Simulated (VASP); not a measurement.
# Splitting of the L valleys and position of the Δ valleys in Si under biaxial (111) strain, HSE06 on LDA structures

We calculate the conduction valleys of silicon under equal strain in the (111) plane, from 2 % compression to 2 % tension, with HSE06 on cells relaxed with LDA. The question is which equivalent valleys separate, and which valley holds the conduction-band minimum. This matters for devices because strain that separates the occupied valleys redistributes electrons among them and so alters the conductivity mass and intervalley scattering. Valley energies are counted from the valence-band top at the zone centre. The splitting is the level at L along [-111] less that along [111], the normal of the strained plane, so a positive value means that the valley along the normal is the lower one.

## Calculations

The start is a typed prototype cell. The crystal was relaxed with LDA. Equal strain is imposed in the (111) plane; the strain along the normal is adjusted until the normal stress vanishes, and the atoms are relaxed with LDA. VASP 6.6.1, plane waves with PAW, cutoff 450 eV, no spin polarisation. Band edges are single points at HSE06 (no spin-orbit coupling) on these cells, k mesh 5×5×5, read on short lines of k points at the zone centre and through the valleys; energies are counted from the valence-band top at the zone centre.  All levels use the PAW data sets made with LDA.

Notes on method and selection:

- A valley's energy from the valence-band top holds the shift of that top as well as the shift of the valley.
- Runs that did not converge, have known faults or may not be shown are not listed, and runs on Ansatz's PAW sets soft_1 and soft_2 are kept to separate tables.

Columns:

- strain (%): strain in the plane (tension positive).
- splitting (eV): level at L along [-111] less that along [111].
- Δ [001] (eV): minimum of the conduction band along Γ–X in the [001] direction.
- L [111] (eV): conduction level at L along [111].
- L [-111] (eV): conduction level at L along [-111].
- Γ level (eV): lowest conduction level at Γ.

## Data

| member | strain (%) | splitting (eV) | Δ [001] (eV) | L [111] (eV) | L [-111] (eV) | Γ level (eV) |
| --- | --- | --- | --- | --- | --- | --- |
| −2 % | −2.0 | −0.456 | 0.926 | 2.669 | 2.213 | 2.942 |
| −1 % | −1.0 | −0.222 | 1.054 | 2.502 | 2.280 | 3.175 |
| −0.5 % | −0.5 | −0.110 | 1.104 | 2.417 | 2.307 | 3.276 |
| 0 % | 0.0 | 0.000 | 1.146 | 2.330 | 2.330 | 3.364 |
| +0.5 % | 0.5 | ? | ? | ? | ? | ? |
| +1 % | 1.0 | 0.211 | 1.074 | 2.019 | 2.230 | 3.207 |
| +2 % | 2.0 | 0.410 | 0.999 | 1.728 | 2.138 | 3.068 |

Cells marked ? are withheld until the estimate has been made.

Least-squares fits to the members shown, with x = strain (%); R² and errors in the fitted variable (y, or ln y where the fit is in ln y):

| y | members | fit | R² | rms residual | leave-one-out rms | the same for the mean of the others |
| --- | --- | --- | --- | --- | --- | --- |
| splitting (eV) | 6 | y = −0.009824 + 0.2161 x | 1.00 | 0.0095 | 0.019 | 0.34 |
| Δ [001] (eV) | 6 | y = 1.052 + 0.01364 x | 0.06 | 0.069 | 0.13 | 0.086 (fit no better) |

## Reading the trend

The Δ valleys are lowest in every row shown, and (111) strain does not split them. The three cube axes make the same angle with [111], and the threefold rotation about that direction survives the strain. The valleys computed along two cube axes accordingly stay equal. This strain therefore offers no means of moving electrons from some Δ valleys to others.

The L valleys do split, because one lies along the normal and three lie oblique to it. Tension in the plane contracts the crystal along the normal and lowers the [111] valley relative to the other three; compression reverses the order. In deformation-potential theory the splitting is

$$\delta = \tfrac{8}{9}\,\Xi_u\,(e_\parallel - e_\perp),$$

where $\Xi_u$ is the shear deformation potential of the L valleys and $e_\parallel$ and $e_\perp$ are the strains in the plane and along the normal. The computed signs correspond to a positive $\Xi_u$. The average slope is 0.410 / 2.0 = 0.205 eV per % on the tensile side and 0.456 / 2.0 = 0.228 eV per % on the compressive side, so a small second-order term accompanies the linear one.

Even at +2 %, where the lower L level comes closest to the Δ minimum, it remains 1.728 − 0.999 = 0.729 eV above it.

The Δ energy falls from 1.146 eV without strain to 0.926 eV at −2 % and 0.999 eV at +2 %. A fall on both sides is expected from the reference level: strain of either sign splits the valence-band top and pushes one part of it upward, a degenerate pair under compression and a single level under tension. A straight line through the Δ energies does no better than their mean. The L splitting is free of this effect, since the valence-band top cancels in the difference.

## Estimating the withheld member

Plain estimates from the members shown:

- +0.5 %, fit at x = 0.5: 0.098 eV
- +0.5 %, straight-line interpolation between 0 % and +1 %: w = (0.5 − 0.0) / (1.0 − 0.0) = 0.500, so 0.000 + 0.500 × (0.211 − 0.000) = 0.105 eV

The splitting must vanish without strain by symmetry. The least-squares line misses this condition, with an intercept of −0.009824 eV, which is a large error for a member so close to zero strain. Interpolation between 0 % and +1 % respects the condition but leaves out the curvature. We therefore use

$$\delta(x) = a x + b x^2,$$

with $x$ the strain in % and both constants taken from the rows at ±1 %:

$a$ = (0.211 + 0.222) / 2 = 0.2165 eV per %

$b$ = (0.211 − 0.222) / 2 = −0.0055 eV per %²

The three other strained rows test the formula:

- At −0.5 % it gives −0.2165 × 0.5 − 0.0055 × 0.5 × 0.5 = −0.110 eV, against −0.110 eV in the table.
- At +2 % it gives 0.2165 × 2 − 0.0055 × 4 = 0.411 eV, against 0.410 eV.
- At −2 % it gives −0.2165 × 2 − 0.0055 × 4 = −0.455 eV, against −0.456 eV.

For +0.5 % the result is 0.2165 × 0.5 − 0.0055 × 0.5 × 0.5 = 0.107 eV, which before rounding is about 0.001 eV above the straight-line interpolation. The shift is upward because the splitting grows slightly less than linearly under tension. The misses in the test are at most about 0.001 eV, and we take that as the standard deviation.

**Committed estimate, +0.5 %: splitting = 0.107 ± 0.001 eV.**

## The withheld result

| member | strain (%) | splitting (eV) | Δ [001] (eV) | L [111] (eV) | L [-111] (eV) | Γ level (eV) |
| --- | --- | --- | --- | --- | --- | --- |
| +0.5 % | 0.5 | 0.106 | 1.111 | 2.173 | 2.279 | 3.284 |

| member | estimate | splitting (eV) | computed | estimate − computed | miss in error bars |
| --- | --- | --- | --- | --- | --- |
| +0.5 % | committed | 0.107 | 0.106 | +0.001 | 1.0 |
| +0.5 % | fit | 0.098 | 0.106 | −0.008 |  |
| +0.5 % | interpolation | 0.105 | 0.106 | −0.001 |  |

The computed splitting at +0.5 % is 0.106 eV. Our estimate of 0.107 eV lies 0.001 eV above it, at the edge of the error bar. Straight-line interpolation, at 0.105 eV, did equally well from the other side, so our curvature correction brought no gain at this strain. The least-squares line was 0.008 eV too low.

The argument that held is the symmetry condition: both successful routes pass through zero at zero strain, and the least-squares line does not. The sign also agrees with the mechanism, since tension in the plane again puts the [111] valley below the other three L valleys. The Δ valleys remain the lowest at this strain, with their minimum 2.173 − 1.111 = 1.062 eV below the lower L level.

## Residuals

Least-squares fits to the whole series, with x = strain (%); R² and errors in the fitted variable (y, or ln y where the fit is in ln y):

| y | members | fit | R² | rms residual | leave-one-out rms | the same for the mean of the others |
| --- | --- | --- | --- | --- | --- | --- |
| splitting (eV) | 7 | y = −0.008714 + 0.2165 x | 1.00 | 0.0092 | 0.017 | 0.31 |
| Δ [001] (eV) | 7 | y = 1.059 + 0.01614 x | 0.08 | 0.067 | 0.12 | 0.081 (fit no better) |

Largest departures from the fit to the whole series:

| member | splitting (eV) | fit | computed − fit | in rms residuals |
| --- | --- | --- | --- | --- |
| −2 % | −0.456 | −0.442 | −0.014 | 1.5 |
| +2 % | 0.410 | 0.424 | −0.014 | 1.5 |
| 0 % | 0.000 | −0.009 | +0.009 | 0.9 |
| −0.5 % | −0.110 | −0.117 | +0.007 | 0.8 |

The largest departures from the straight line are those at −2 % and +2 %, both 0.014 eV below it, while the unstrained crystal lies 0.009 eV above. Low ends and a high middle are what a straight line leaves when the data curve downward, so these rows are not faulty. The quadratic term used for the estimate amounts to −0.0055 × 4 = −0.022 eV at either end.

A smaller part of this curvature comes from the elastic response: the strain along the normal is slightly larger in size under compression than under equal tension. The rest may come from second-order mixing of the L states with other bands, or from the displacement of the two atoms against each other along the normal.

## Conclusions and limits

Biaxial (111) strain splits the L valleys into one and three but leaves the Δ valleys equal and lowest in all seven rows. Between −2 % and +2 %, the quadratic formula reproduces the L splitting to about 0.001 eV, and a further strain within this range can be estimated about as well.

For a device, the useful result is the change of the gap, which here equals the Δ energy. At 1 % strain it narrows by 1.146 − 1.074 = 0.072 eV under tension and by 1.146 − 1.054 = 0.092 eV under compression, with no transfer of electrons between Δ valleys.

Before the estimate we explained this narrowing by the valence-band top alone, which is not enough. To first order, and without spin-orbit coupling, the single level rises under tension by two thirds of the valence-band splitting, but the pair rises under compression by only one third. The top alone would thus narrow the gap about twice as much under tension as under equal compression, whereas the computed narrowing is larger under compression. The Δ valleys themselves also move: at 1 % strain they shift down under compression and up under tension, relative to the mean of the three upper valence levels at Γ. At −2 % this shift contributes nearly as much to the narrowing as the rise of the top. To first order the Δ valleys respond only to the change of volume; shear can add a second-order lowering under either sign of strain. We have not separated these two contributions.

Spin-orbit coupling is left out. Its shift of the valence-band top cancels in the L splitting but not in the gap: it raises the unstrained valence-band top by a third of the spin-orbit splitting at Γ but a single top under tension by less, so it would reduce the tensile narrowing by up to about that third.
